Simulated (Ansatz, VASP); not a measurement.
One calculation of MgSiN, two programs

File INCAR:

```
  ALGO = Normal
  EDIFF = 1E-6
  ENCUT = 520
  GGA = PE
  ISIF = 2
  ISMEAR = 0
  ISPIN = 2
  LASPH = T
  LCHARG = F
  LORBIT = 11
  LREAL = F
  LWAVE = F
  MAGMOM = 0 0 1
  NBANDS = 16
  NELM = 150
  PREC = Accurate
  SIGMA = 0.1
```

The input KPOINTS:

```
k-points
0
Gamma
  6 6 6
```

Contents of POSCAR:

```
MgSiN
1.0
    3.3880826600      0.0000000000      0.0000000000
    0.0000000000      3.3880826600      0.0000000000
    0.0000000000      0.0000000000      3.4577454900
Mg Si N
1 1 1
Direct
    0.0000000000      0.0000000000      0.0000000000
    0.5000000000      0.5000000000      0.5000000000
    0.5000000000      0.5000000000      0.0000000000
```

Input for Ansatz:

```yaml
crystal:
  lattice:
    - [3.38808266, 0.0, 0.0]
    - [0.0, 3.38808266, 0.0]
    - [0.0, 0.0, 3.45774549]
  atoms:
    - { symbol: Mg, position: [0.0, 0.0, 0.0] }
    - { symbol: Si, position: [0.5, 0.5, 0.5] }
    - { symbol: "N", position: [0.5, 0.5, 0.0], spin: 1.0 }
basis:
  ecutwfc: 420
kpoints:
  mp_grid: { grid: [6, 6, 6] }
hamiltonian:
  xc: pbe
scf:
  occupations: { method: gaussian, width: 0.1 }
  lower_state_search: "off"
output:
  forces: true
  stress: true
  eigenvalues: true
  populations: true
magnetization:
  spin_polarized: true
```

Change from the starting cell: species swapped into the HoCoC type (P4/mmm, No. 123).

Alike in both runs: task single point; functional PBE; k mesh 6 × 6 × 6; occupations gaussian, width 0.1 eV; collinear spin.

```csv
,VASP,Ansatz
version,VASP 6.6.1,Ansatz 0.2.0
potentials or method,"VASP PAW PBE potentials, release 64 (Mg, Si, N)","scalar-relativistic, plane waves, PAW"
plane-wave cutoff (eV),520,420
valence electrons in the cell,11,19
```

```tsv
	VASP	Ansatz	Ansatz less VASP
gap on the k mesh at the Fermi level (eV)	none	none	-
pressure (GPa)	0.1	0.5	+0.33
largest component of the traceless stress (GPa)	19.07	19.00	-0.066
net moment per atom (μB)	0.00	0.00	0.000
```

A gap of «none» marks a metal or a gap that the smearing closes. The two sets of potentials don't hold the same shells in valence. Ansatz warned: «seeded_moment_not_kept».
